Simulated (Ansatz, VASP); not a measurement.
# Pt in VASP and in Ansatz

The input INCAR:

```
  PREC = Accurate
  ENCUT = 520
  EDIFF = 1E-6
  ISMEAR = 0
  SIGMA = 0.15
  LREAL = False
  LASPH = True
  NELM = 100
  ALGO = Normal
  ISIF = 2
  LWAVE = False
  LCHARG = False
  GGA = PE
  NBANDS = 17
```

File KPOINTS:

```
Automatic mesh
0
Gamma
  18 18 10
```

Contents of POSCAR:

```
Pt
1.0
    2.9034000000      0.0000000000      0.0000000000
   -1.4517000000      2.5144181573      0.0000000000
    0.0000000000      0.0000000000      4.9009000000
Pt
2
Direct
    0.6666666667      0.3333333333      0.7500000000
    0.3333333333      0.6666666667      0.2500000000
```

Input for Ansatz:

```yaml
crystal:
  lattice:
    - [2.9034, 0.0, 0.0]
    - [-1.4517, 2.5144181573, 0.0]
    - [0.0, 0.0, 4.9009]
  atoms:
    - { symbol: Pt, position: [0.6666666667, 0.3333333333, 0.75] }
    - { symbol: Pt, position: [0.3333333333, 0.6666666667, 0.25] }
basis:
  ecutwfc: 420
kpoints:
  mp_grid: { grid: [18, 18, 10] }
hamiltonian:
  xc: pbe
scf:
  occupations: { method: gaussian, width: 0.15 }
output:
  forces: true
  stress: true
  eigenvalues: true
```

Alike in both runs: task single point; functional PBE; k mesh 18 × 18 × 10; occupations gaussian, width 0.15 eV; no spin polarisation.

```csv
,VASP,Ansatz
version,VASP 6.6.1,Ansatz 0.2.0
potentials or method,"VASP PAW PBE potentials, release 64 (Pt)","scalar-relativistic, plane waves, PAW"
plane-wave cutoff (eV),520,420
valence electrons in the cell,20,36
```

Ansatz gave:

- gap on the k mesh at the Fermi level (eV): none
- pressure (GPa): -21.9
- largest component of the traceless stress (GPa): 2.79

Question: Which values does VASP return?

Answer: gap on the k mesh at the Fermi level (eV): none; pressure (GPa): -22.1; largest component of the traceless stress (GPa): 2.69.

A gap of «none» marks a metal or a gap that the smearing closes. The two sets of potentials don't hold the same shells in valence.

Caveats: so large a pressure means that the cell lies far from this level's equilibrium, or that cutoff or potentials fall short (VASP). The runs have no spin-orbit coupling, so splittings on Pt are missing.
